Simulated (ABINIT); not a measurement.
Crystal: Au.

```xyz
2
Lattice="2.9000 0.0000 0.0000 -1.4500 2.5115 0.0000 0.0000 0.0000 4.8800" Properties=species:S:1:pos:R:3 pbc="T T T"
Au    1.4500    0.8372    1.2200
Au    0.0000    1.6743    3.6600
```

This isn't the form of Au at room conditions, which is fcc.

| Item | Value |
| --- | --- |
| Program | ABINIT 10.8.3 (patched build) |
| Task | relaxation of cell and atoms |
| Functional | WC |
| Potentials or basis | JTH PAW PBE v2.0 |
| Cutoff | 653 eV |
| k mesh | 11 × 11 × 6 |
| Occupations | fermi-dirac, width 0.05 eV |
| Spin | no spin polarisation |

At the start: pressure -4.8 GPa; volume 17.77 Å³/atom.

Where does the relaxation end?

Over 5 steps the energy falls by 8.8 meV/atom and the volume is 17.23 Å³/atom (-3.1 %); space group P6_3/mmc (No. 194, to 0.05 Å).

The path:
```csv
step,energy change (eV),largest force (eV/Å),pressure (GPa),volume (Å³)
1,0.0000,0.0000,-4.79,35.54
2,-0.0121,0.0000,-2.61,35.02
3,-0.0171,0.0000,0.20,34.42
4,-0.0173,0.0000,0.07,34.44
5,-0.0176,0.0000,-0.02,34.45
```

Final structure:
```yaml
crystal:
  lattice:
    - [2.88027, 0.00000, 0.00000]
    - [-1.44013, 2.49438, 0.00000]
    - [0.00000, 0.00000, 4.79507]
  atoms:
    - { symbol: Au, position: [0.66667, 0.33333, 0.25000] }
    - { symbol: Au, position: [0.33333, 0.66667, 0.75000] }
```

Caveat: the PAW data sets were made with another functional, which shifts forces and pressure a little.
